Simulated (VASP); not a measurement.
# HfO2 (Pca2_1) in VASP: reference runs, part 3 of 3

VASP 6.6.1. The steps go on from the part before.

## 9. Equation of state, PBE, 11.61 Å³/atom (volume scaled by 1.06)

Contents of INCAR:

```
SYSTEM = HfO2
PREC = Accurate ; ENCUT = 520
EDIFF = 1E-7 ; ISMEAR = -1
SIGMA = 0.05 ; LREAL = .False.
LASPH = .True. ; NELM = 60
ALGO = Normal ; ISIF = 2
LWAVE = .False. ; LCHARG = .False.
GGA = PE ; NBANDS = 56
```

Contents of KPOINTS:

```
Automatic mesh
0
Gamma
  5 6 5
  0 0 0
```

Contents of POSCAR:

```
HfO2
1.0
    5.3218317680      0.0000000000      0.0000000000
    0.0000000000      5.1029212315      0.0000000000
    0.0000000000      0.0000000000      5.1313902082
Hf O
4 8
Direct
    0.9669940000      0.7325208200      0.7414403500
    0.5330060000      0.7325208200      0.2414403500
    0.4669940000      0.2674791800      0.7414403500
    0.0330060000      0.2674791800      0.2414403500
    0.6321274500      0.9286454000      0.8792672600
    0.8678725500      0.9286454000      0.3792672600
    0.2339485200      0.5398830500      0.4922923900
    0.2660514800      0.5398830500      0.9922923900
    0.7660514800      0.4601169500      0.9922923900
    0.7339485200      0.4601169500      0.4922923900
    0.1321274500      0.0713546000      0.8792672600
    0.3678725500      0.0713546000      0.3792672600
```

Potentials or basis: VASP PAW PBE potentials, release 64 (Hf_pv, O).

Run with:

```
> cat potpaw_PBE.64/Hf_pv/POTCAR potpaw_PBE.64/O/POTCAR > POTCAR
> mpirun -np 1 vasp_std > vasp.out
```

OUTCAR:

```text
SYSTEM = HfO2
   PREC = Accurate
   ENCUT = 520
   EDIFF = 1E-7
   ISMEAR = -1
   LREAL = .False.
   LASPH = .True.
   NELM = 60
   ISIF = 2
   GGA = PE

 Found     36 irreducible k-points:

 Following reciprocal coordinates:
            Coordinates               Weight
  0.000000  0.000000  0.000000      1.000000
  0.200000  0.000000  0.000000      2.000000
  0.400000  0.000000  0.000000      2.000000
  0.000000  0.166667  0.000000      2.000000
  0.200000  0.166667  0.000000      4.000000
  0.400000  0.166667  0.000000      4.000000
   k-points           NKPTS =     36   k-points in BZ     NKDIM =     36   number of bands    NBANDS=     56
   number of dos      NEDOS =    301   number of ions     NIONS =     12
   total plane-waves  NPLWV =  64000
   dimension x,y,z NGX =    40 NGY =   40 NGZ =   40
   dimension x,y,z NGXF=    80 NGYF=   80 NGZF=   80
   ions per type =               4   8
   NGX,Y,Z   is equivalent  to a cutoff of  12.50, 13.03, 12.96 a.u.
   NGXF,Y,Z  is equivalent  to a cutoff of  24.99, 26.06, 25.92 a.u.
 SYSTEM =  HfO2
[... 65 lines left out ...]
 k-point     1 :       0.0000    0.0000    0.0000
  band No.  band energies     occupation
      1     -26.5718      2.00000
      2     -26.5423      2.00000
      3     -26.5409      2.00000
      4     -26.3408      2.00000
      5     -26.3119      2.00000
      6     -26.2884      2.00000
[... 343 lines left out ...]
     55      10.2738      0.00000
     56      10.4201      0.00000

 [... further k-points ...]
[... 5 lines left out ...]
  --------------------------------------------------------------------------------------
  -------------------------------------------------------------------------------------
  Total       -6.7656993     -7.2121165     -6.4504079      0.0000000      0.0000000      0.0000000
  in kB      -77.7872156    -82.9198038    -74.1622184      0.0000000      0.0000000      0.0000000
  external PRESSURE =     -78.2897459 kB  Pullay stress =       0.0000000 kB

 VOLUME and BASIS-vectors are now :
 -----------------------------------------------------------------------------
  energy-cutoff  :      520.00
  volume of cell :      139.35
      direct lattice vectors                 reciprocal lattice vectors
     5.321831768  0.000000000  0.000000000     0.187905226  0.000000000  0.000000000
     0.000000000  5.102921231  0.000000000     0.000000000  0.195966184  0.000000000
     0.000000000  0.000000000  5.131390208     0.000000000  0.000000000  0.194878963

 POSITION                                       TOTAL-FORCE (eV/Angst)
 -----------------------------------------------------------------------------------
      5.14618      3.73800      3.80462        -0.100485      0.143241     -0.041566
      2.83657      3.73800      1.23892         0.100485      0.143241     -0.041566
      2.48526      1.36493      3.80462        -0.100485     -0.143241     -0.041566
      0.17565      1.36493      1.23892         0.100485     -0.143241     -0.041566
      3.36408      4.73880      4.51186         0.023141      0.076898      0.036065
      4.61867      4.73880      1.94617        -0.023141      0.076898      0.036065
      1.24503      2.75498      2.52614        -0.100292     -0.123657      0.005502
      1.41588      2.75498      5.09184         0.100292     -0.123657      0.005502
      4.07680      2.34794      5.09184         0.100292      0.123657      0.005502
      3.90595      2.34794      2.52614        -0.100292      0.123657      0.005502
      0.70316      0.36412      4.51186         0.023141     -0.076898      0.036065
      1.95776      0.36412      1.94617        -0.023141     -0.076898      0.036065
 -----------------------------------------------------------------------------------
    total drift:                               -0.000000      0.000000     -0.002576

  FREE ENERGIE OF THE ION-ELECTRON SYSTEM (eV)
  ---------------------------------------------------
  free  energy   TOTEN  =      -121.6178766121 eV

  energy  without entropy=     -121.6178766120  energy(sigma->0) =     -121.61787661
```

It took 4.9 min on 1 thread of Intel Xeon Platinum 8488C (Sapphire Rapids), shared host; peak memory 0.36 GiB.

Results:

- Free energy: -121.6179 eV
- Pressure: -7.8 GPa
- Largest force: 0.180 eV/Å
- Band gap on the k mesh: 4.23 eV, indirect (least direct gap 4.44 eV)

Caveat: spin-orbit coupling is left out, which moves the levels of the heavy elements; an odd mesh through Γ misses points on the zone boundary, where band edges often lie.

## 10. Equation of state, PBE

This step only gathers the single runs of the series.

Results:

| Quantity | Value |
| --- | --- |
| Equilibrium volume | 11.23 Å³/atom |
| Bulk modulus at fixed shape and positions | 247 GPa |
| Pressure derivative of the bulk modulus | 4.3 |

Energy against volume, from the lowest point:
| volume (Å³/atom) | energy (meV/atom) |
| --- | --- |
| 10.298 | 69.90 |
| 10.517 | 39.43 |
| 10.736 | 18.22 |
| 10.955 | 5.35 |
| 11.175 | 0.00 |
| 11.394 | 1.43 |
| 11.613 | 8.99 |

Caveat: the cell was scaled at fixed shape and fractional positions, which overstates the stiffness of a crystal with free parameters, most of all of layers and chains. The run has no spin-orbit coupling, so splittings on Hf are missing.

## 11. The runs side by side

```tsv
task	cell	gap on the mesh (eV)	pressure (GPa)	largest force (eV/Å)
single point	as given	4.44	6.3	0.07
single point	atoms moved at random, drawn with an rms of 0.05 Å	4.37	7.1	1.25
equation of state	as given	-	-	-
```

Alike in all rows: level PBE; potentials or basis VASP PAW PBE potentials, release 64 (Hf_pv, O); no spin polarisation; k mesh 5 × 6 × 5; cutoff (eV) 520; smearing fermi-dirac 0.05 eV.

Caveats: spin-orbit coupling is left out, which moves the levels of the heavy elements (some runs); an odd mesh through Γ misses points on the zone boundary, where band edges often lie (some runs); the cell was scaled at fixed shape and fractional positions, which overstates the stiffness of a crystal with free parameters, most of all of layers and chains (some runs).

Total energies depend on the potentials used, so only differences within one code and one set of settings carry meaning.
